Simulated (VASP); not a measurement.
# WS2 in VASP: notebook, part 3 of 3

VASP 6.6.1.

## Step 5: Single point, PBE

This run uses another cell than the first one, of 44.15 Å³/atom, 0.834 times its volume.

File INCAR:

```
PREC     = Accurate       # precision mode
ENCUT    = 460            # plane-wave cutoff, eV
EDIFF    = 1E-7           # SCF threshold, eV
ISMEAR   = 0              # smearing method
SIGMA    = 0.02           # smearing width, eV
LREAL    = F              # projectors in reciprocal space
LASPH    = T              # aspherical terms in the spheres
NELM     = 120            # most SCF steps
ALGO     = Normal         # electronic algorithm
ISIF     = 2              # what is computed and relaxed
LWAVE    = F              # write WAVECAR
LCHARG   = F              # write CHGCAR
LDIPOL   = T            
IDIPOL   = 3            
DIPOL    = 0.5 0.5 0.500
GGA      = PE             # functional
NBANDS   = 24             # bands
LVHAR    = T            
LVACPOTAV= T
```

File KPOINTS:

```
regular mesh
0
Gamma
  8 8 1
```

File POSCAR:

```
WS2
1.0
    3.1800000000      0.0000000000      0.0000000000
   -1.5900000000      2.7539607800      0.0000000000
    0.0000000000      0.0000000000     15.1250000000
S W
2 1
Direct
    0.3333333333      0.6666666667      0.3966942149
    0.3333333333      0.6666666667      0.6033057851
    0.6666666667      0.3333333333      0.5000000000
```

Potentials or basis: VASP PAW PBE potentials, release 64 (S, W_sv).

Run with:

```console
$ cat potpaw_PBE.64/S/POTCAR potpaw_PBE.64/W_sv/POTCAR > POTCAR
$ mpirun -np 1 vasp_std > vasp.out
```

OUTCAR:

```text
PREC = Accurate
   ENCUT = 460
   EDIFF = 1E-7
   ISMEAR = 0
   LREAL = F
   LASPH = T
   NELM = 120
   ISIF = 2
   GGA = PE

 Found     10 irreducible k-points:

 Following reciprocal coordinates:
            Coordinates               Weight
  0.000000  0.000000  0.000000      1.000000
  0.125000  0.000000  0.000000      6.000000
  0.250000  0.000000  0.000000      6.000000
  0.375000 -0.000000  0.000000      6.000000
  0.500000  0.000000  0.000000      3.000000
  0.125000  0.125000  0.000000      6.000000
   k-points           NKPTS =     10   k-points in BZ     NKDIM =     10   number of bands    NBANDS=     24
   number of dos      NEDOS =    301   number of ions     NIONS =      3
   total plane-waves  NPLWV =  62208
   dimension x,y,z NGX =    24 NGY =   24 NGZ =  108
   dimension x,y,z NGXF=    48 NGYF=   48 NGZF=  216
   ions per type =               2   1
   NGX,Y,Z   is equivalent  to a cutoff of  12.55, 12.55, 11.87 a.u.
   NGXF,Y,Z  is equivalent  to a cutoff of  25.09, 25.09, 23.74 a.u.
 SYSTEM =  unknown system
   PREC   = accura    normal or accurate (medium, high low for compatibility)
   ISTART =      0    job   : 0-new  1-cont  2-samecut
   ICHARG =      2    charge: 1-file 2-atom 10-const
   ISPIN  =      1    spin polarized calculation?
   LNONCOLLINEAR =      F non collinear calculations
   LSORBIT =      F    spin-orbit coupling
   LASPH  =      T    aspherical Exc in radial PAW
   ENCUT  =  460.0 eV  33.81 Ry    5.81 a.u.   5.56  5.56 26.45*2*pi/ulx,y,z
   NELM   =    120;   NELMIN=  2; NELMDL= -5     # of ELM steps
   EDIFF  = 0.1E-06   stopping-criterion for ELM
   LREAL  =      F    real-space projection
   EDIFFG = 0.1E-05   stopping-criterion for IOM
   NSW    =      0    number of steps for IOM
   IBRION =     -1    ionic relax: 0-MD 1-quasi-New 2-CG
   NFREE  =      0    steps in history (QN), initial steepest desc. (CG)
   ISIF   =      2    stress and relaxation
   ISYM   =      2    0-nonsym 1-usesym 2-fastsym
   POTIM  = 0.5000    time-step for ionic-motion
   TEBEG  =    0.0;   TEEND  =   0.0 temperature during run
   PSTRESS=    0.0 pullay stress
   NELECT =      26.0000    total number of electrons
   NUPDOWN=      -1.0000    fix difference up-down
   EMIN   =  10.00;   EMAX   =-10.00  energy-range for DOS
   EFERMI =   0.00;   METHOD = LEGACY
   ISMEAR =     0;   SIGMA  =   0.02  broadening in eV -4-tet -1-fermi 0-gaus
   EFERMI_NEDOS =   21; number of points for ismear=-14 and -15
   IALGO  =     38    algorithm
   IMIX   =      4    mixing-type and parameters
     AMIX     =   0.40;   BMIX     =  1.00
     AMIX_MAG =   1.60;   BMIX_MAG =  1.00
  volume/ion in A,a.u.               =      44.15       297.96
  Fermi-wavevector in a.u.,A,eV,Ry     =   0.951421  1.797924 12.316008  0.905201
  Thomas-Fermi vector in A             =   2.079889
   LORBIT       =      0    0 simple, 1 ext, 2 COOP (PROOUT), +10 PAW based schemes
   GGA     = PE    functional components
   LHFCALC =     F    Hartree Fock is set to
   AEXX    =    0.0000 exact exchange contribution
   IVDW    =     0    specifies the selected vdW correction
   LEPSILON=     F    determine dielectric tensor
   LRPA    =     F    only Hartree local field effects (RPA)
 non-spin polarized calculation
 Gauss-broadening in eV      SIGMA  =   0.02
  energy-cutoff  :      460.00
  volume of cell :      132.46
 maximum number of plane-waves:      3029
 NGX is ok and might be reduce to    24
   NGX = 11   NGY = 11   NGZ = 53

 number of electron      25.9999995 magnetization

 dipolmoment           0.000000      0.000000      0.000000 electrons x Angstroem

 Free energy of the ion-electron system (eV)
  ---------------------------------------------------
  ext. energy  EPLUGINS =         0.00000000
  ---------------------------------------------------
  free energy    TOTEN  =       -23.67122618 eV

  energy without entropy =      -23.67122618  energy(sigma->0) =      -23.67122618

 E-fermi :  -0.4964     XC(G=0):  -5.0876

 val. band max:       -0.6837464627   @ k =   0.0000   0.0000   0.0000
 cond. band min:       1.4329903722   @ k =   0.3750   0.2500   0.0000
 fundamental gap:      2.1167368349
 Fermi energy:        -0.4963656270

 k-point     1 :       0.0000    0.0000    0.0000
  band No.  band energies     occupation
      1     -74.6724      2.00000
      2     -38.9107      2.00000
      3     -38.7616      2.00000
      4     -38.7616      2.00000
      5     -15.4352      2.00000
      6     -13.7783      2.00000
[... 16 lines left out ...]
     23       8.5774      0.00000
     24       9.9527      0.00000
[... 112 lines left out ...]
      2     -38.8910      2.00000
      3     -38.8862      2.00000
      4     -38.7987      2.00000
      5     -14.7154      2.00000
      6     -13.5186      2.00000
[... 16 lines left out ...]
     23       9.0034      0.00000
     24       9.4592      0.00000

 [... further k-points ...]

------------------------ aborting loop because EDIFF is reached ----------------------------------------

  FORCE on cell =-STRESS in cart. coord.  units (eV):
  Direction    XX          YY          ZZ          XY          YZ          ZX
  --------------------------------------------------------------------------------------
  -------------------------------------------------------------------------------------
  Total        0.4664039      0.4664039      0.6801661      0.0000000     -0.0000000     -0.0000000
  in kB        5.6414731      5.6414731      8.2270727      0.0000000     -0.0000000     -0.0000000
  external PRESSURE =       6.5033396 kB  Pullay stress =       0.0000000 kB

 VOLUME and BASIS-vectors are now :
 -----------------------------------------------------------------------------
  energy-cutoff  :      460.00
  volume of cell :      132.46
      direct lattice vectors                 reciprocal lattice vectors
     3.180000000  0.000000000  0.000000000     0.314465409  0.181556689  0.000000000
    -1.590000000  2.753960780  0.000000000     0.000000000  0.363113377  0.000000000
     0.000000000  0.000000000 15.125000000     0.000000000  0.000000000  0.066115702

 POSITION                                       TOTAL-FORCE (eV/Angst)
 -----------------------------------------------------------------------------------
     -0.00000      1.83597      6.00000        -0.000000     -0.000000     -0.227450
     -0.00000      1.83597      9.12500         0.000000     -0.000000      0.227450
      1.59000      0.91799      7.56250         0.000000      0.000000      0.000000
 -----------------------------------------------------------------------------------
    total drift:                                0.000000      0.000000      0.000000

  FREE ENERGIE OF THE ION-ELECTRON SYSTEM (eV)
  ---------------------------------------------------
  free  energy   TOTEN  =       -23.6712261835 eV

  energy  without entropy=      -23.6712261835  energy(sigma->0) =      -23.67122618

 vacuum level on the upper side and lower side of the slab         5.037         5.037
```

Run time: 23 s. Hardware: 1 thread of Intel Xeon Platinum 8488C (Sapphire Rapids), shared host; peak memory 0.24 GiB.

These settings aren't checked as converged: the numbers below hold their error.

Results:

- Free energy: -23.6712 eV
- Largest force: 0.227 eV/Å
- Band gap on the k mesh: 2.12 eV, indirect (least direct gap 2.27 eV)
- Ionisation potential of the upper face: 5.72 eV

Caveat: spin-orbit coupling is left out, which moves the levels of the heavy elements.
